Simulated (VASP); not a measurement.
A run of VASP 6.6.1 is set up as follows.

INCAR

```
SYSTEM = Ga
  PREC = Accurate
  ENCUT = 600
  EDIFF = 1E-6
  ISMEAR = 0
  SIGMA = 0.1
  LREAL = .False.
  LASPH = .True.
  NELM = 100
  ALGO = Normal
  ISIF = 3
  LWAVE = .False.
  LCHARG = .False.
  GGA = PE
  IBRION = 2
  NSW = 90
  EDIFFG = -0.04
```

The input KPOINTS:

```
Automatic mesh
0
Gamma
  6 6 6
  0 0 0
```

Contents of POSCAR:

```
Ga
1.0
    2.6935539111      0.0000000000      0.0000000000
   -0.6153844977      2.6808114887      0.0000000000
   -0.4027406091     -0.6943522594      2.7003673742
Ga
1
Direct
    0.5000000000      0.0000000000      0.0000000000
```

Potentials or basis: VASP PAW PBE potentials, release 64 (Ga_d).

Launch:

```sh
$ cat potpaw_PBE.64/Ga_d/POTCAR > POTCAR
$ mpirun -np 1 vasp_std > vasp.out
```

(1) What does it give for the relaxed cell?

(2) Estimate the band gap on the k mesh.

(3) Predict the relaxed volume.

(4) Estimate the space group after relaxing (to 0.05 Å).

## Answers

(1) a = 2.771 Å, b = 2.811 Å, c = 2.768 Å, α = 103.16°, β = 99.99°, γ = 103.94°.

(2) none (metal or under the smearing width).

(3) 19.77 Å³/atom.

(4) C2/m (No. 12).

Caveat: the k mesh is coarse (spacing up to 0.41 Å⁻¹), so the values aren't converged.
